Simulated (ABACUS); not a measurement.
The system is Sc.

```
Sc
1.0
     3.30900    0.00000    0.00000
    -1.65450    2.86568    0.00000
     0.00000    0.00000    5.27330
Sc
2
Direct
  0.66919 0.32393 0.74631
  0.33512 0.66578 0.24690
```

The cell isn't the ideal one: atoms moved at random, drawn with an rms of 0.05 Å.

A run of ABACUS 3.10.1 on this cell left the log below. Logs are shortened: lines on timing, memory, paths and dates and some standing lists are left out, and cuts for length are marked.

```text
ABACUS v3.10.1

               Atomic-orbital Based Ab-initio Computation at UStc

 ------------------------------------------------------------------------------------

 READING GENERAL INFORMATION
                           global_out_dir = OUT.Sc/
                           global_in_card = INPUT
                               pseudo_dir = ./
                              orbital_dir = ./
                                    DSIZE = 4
                                    GSIZE = 1

 READING UNITCELL INFORMATION
                                    ntype = 1
                  lattice constant (Bohr) = 1.88973
              lattice constant (Angstrom) = 1

 READING ATOM TYPE 1
                               atom label = Sc
                      L=0, number of zeta = 3
                      L=1, number of zeta = 2
                      L=2, number of zeta = 2
                      L=3, number of zeta = 1
             number of atom for this type = 2

                        TOTAL ATOM NUMBER = 2
DIRECT COORDINATES
    atom                   x                   y                   z     mag                  vx                  vy                  vz
taud_Sc1            0.6691860000        0.3239330000        0.7463070000  0.0000        0.0000000000        0.0000000000        0.0000000000
taud_Sc2            0.3351240000        0.6657790000        0.2468990000  0.0000        0.0000000000        0.0000000000        0.0000000000

                          Volume (Bohr^3) = 337.445
                             Volume (A^3) = 50.0042

 Lattice vectors: (Cartesian coordinate: in unit of a_0)
               +3.309                  +0                  +0
              -1.6545            +2.86568                  +0
                   +0                  +0             +5.2733
 Reciprocal vectors: (Cartesian coordinate: in unit of 2 pi/a_0)
            +0.302206           +0.174479                  -0
                   -0           +0.348958                  -0
                   +0                  -0           +0.189635
 The esolver type has been set to : ksdft_lcao

                PAO radial cut off (Bohr) = 10
[... 310 lines left out ...]
 E_Harris       -193.5756641138      -2633.7320260817
 E_band         -25.1295591239       -341.9051923131
 E_one_elec     -77.1752204165       -1050.0227420698
 E_Hartree      42.4125047686        577.0517313056
 E_xc           -32.3355838069       -439.9481879308
 E_Ewald        -126.4747113409      -1720.7767271419
 E_entropy(-TS) -0.0026482976        -0.0360319378
 E_descf        0.0000000000         0.0000000000
 E_exx          0.0000000000         0.0000000000
 E_Fermi        0.6683790300         9.0937632320
----------------------------------------------------------

 charge density convergence is achieved
 final etot is -2633.7319578 eV
 EFERMI = 9.093763232 eV

 STATE ENERGY(eV) AND OCCUPATIONS    NSPIN == 1
 1/203 kpoint (Cartesian) = 0.0000 0.0000 0.0000 (1420 pws)
       1       -40.3770     0.00493827
       2       -40.3160     0.00493827
       3       -19.1784     0.00493827
       4       -18.8579     0.00493827
       5       -18.8534     0.00493827
       6       -18.8005     0.00493827
       7       -18.7980     0.00493827
       8       -18.7835     0.00493827
       9        4.00681     0.00493827
      10        7.43831     0.00493827
      11        9.52594    8.70199e-07
      12        10.6827    7.80291e-17
      13        10.7014    5.37138e-17
      14        10.7993    7.57010e-18
      15        11.0885    2.33081e-20
[... 71 lines left out ...]
       2       -40.3138     0.00987654
       3       -19.1632     0.00987654
       4       -18.8881     0.00987654
       5       -18.8640     0.00987654
       6       -18.8303     0.00987654
       7       -18.8045     0.00987654
       8       -18.7901     0.00987654
       9        4.27213     0.00987654
      10        7.66291     0.00987654
      11        9.32558    9.48085e-05
      12        10.2828    4.63959e-13
      13        10.8892    2.50807e-18
      14        10.9134    1.54768e-18
      15        11.1117    2.93116e-20

[... levels at 197 further k points ...]

 correction force for each atom along direction 1 is -2.96113e-06
 correction force for each atom along direction 2 is -4.92437e-07
 correction force for each atom along direction 3 is 1.64166e-05
------------------------------------------------------------------------------------------
 TOTAL-FORCE (eV/Angstrom)
------------------------------------------------------------------------------------------
                       Sc1        -0.0201613934         0.0310653723         0.0117236185
                       Sc2         0.0201613934        -0.0310653723        -0.0117236185
------------------------------------------------------------------------------------------

----------------------------------------------------------------
 TOTAL-STRESS (KBAR)
----------------------------------------------------------------
        -0.6402911626         0.7752222044        -0.0080126369
         0.7752222044         1.6200805423         0.0130123229
        -0.0080126369         0.0130123229       -13.9034532187
----------------------------------------------------------------
 TOTAL-PRESSURE: -4.307888 KBAR

 --------------------------------------------
 !FINAL_ETOT_IS -2633.7319577747707626 eV
 --------------------------------------------
```

Task: What input gives this log?

Result: Single point with PBE, no spin polarisation. The files as run (others can give the same):

INPUT
```
INPUT_PARAMETERS
suffix              Sc
calculation         scf
basis_type          lcao
pseudo_dir          ./
orbital_dir         ./
symmetry            1
dft_functional      pbe
ecutwfc             100
pseudo_rcut         10
nspin               1
nbands              15
ks_solver           genelpa
smearing_method     fd
smearing_sigma      0.00367493
scf_thr             1e-07
scf_nmax            100
mixing_type         broyden
mixing_beta         0.7
cal_force           1
cal_stress          1
out_mul             1
```

STRU
```
ATOMIC_SPECIES
Sc 44.9559 Sc.upf

NUMERICAL_ORBITAL
Sc_confined-atom_8au_3s2p2d1f.orb

LATTICE_CONSTANT
1.8897261246

LATTICE_VECTORS
3.3090000000 0.0000000000 0.0000000000
-1.6545000000 2.8656780611 0.0000000000
0.0000000000 0.0000000000 5.2733000000

ATOMIC_POSITIONS
Direct

Sc
0.0
2
0.6691860000 0.3239330000 0.7463070000 1 1 1
0.3351240000 0.6657790000 0.2468990000 1 1 1
```

KPT
```
K_POINTS
0
Gamma
9 9 5 0 0 0
```

Potentials or basis: PseudoDojo NC SR 0.4.1 PBE standard, DZP LCAO (the cutoffs set its grid).
Run with:
```sh
$ OMP_NUM_THREADS=1 mpirun -np 4 abacus > log
```

Caveat: the atomic orbitals were generated for these runs and aren't a published set; the basis of atomic orbitals isn't converged, which shifts pressures, moduli and gaps.
